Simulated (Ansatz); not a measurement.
Runs of Ansatz 0.2.0 on BaTiO3 (Barioperovskite). Symmetry: Amm2, No. 38, orthorhombic system. The conventional cell has a = 3.986 Å, b = 5.674 Å, c = 5.690 Å, α = 90.00°, β = 90.00°, γ = 90.00°. Ba (site symmetry mm2) is surrounded by 12 O at 2.77 to 2.92 Å. Around Ti (site symmetry mm2) lie 6 O at 1.93 to 2.09 Å. O (site symmetry m) is surrounded by 2 Ti at 1.93 to 2.09 Å. O (site symmetry mm2) has 2 Ti at 2.00 Å as nearest neighbours. 

```csv
level,gap on the mesh (eV),pressure (GPa),relaxed volume (Å³/atom)
PBEsol,2.23,0.0,12.69
PBEsol+D4,(a),0.0,12.51
PBEsol+D3(BJ),2.11,0.0,12.35
PBEsol+D3(BJ)-ATM,(c),0.0,(b)
```

Alike in all rows: task relaxation of cell and atoms; potentials or basis Ansatz PAW; no spin polarisation; cell relaxed; k mesh 7 × 7 × 7; cutoff (eV) 420; smearing fermi-dirac 0.05 eV.

Q: Estimate the missing entries.

A: (a) 2.18; (b) 12.39; (c) 2.13.

Caveats: odd divisions of the mesh miss points on the zone boundary, where band edges often lie, so the gap on the mesh can be too wide; the plane-wave basis is chosen anew once the cell has moved, so the energies of steps on either side of that aren't comparable; spin-orbit coupling is left out, which moves the levels of the heavy elements; the PAW data sets come from PBE, with cores solved anew for the run's functional, which leaves a small shift of forces and pressure.

A k mesh can miss the band edges, and the runs leave out spin-orbit coupling on Ba.

Runs at the PBE level aren't shown here.
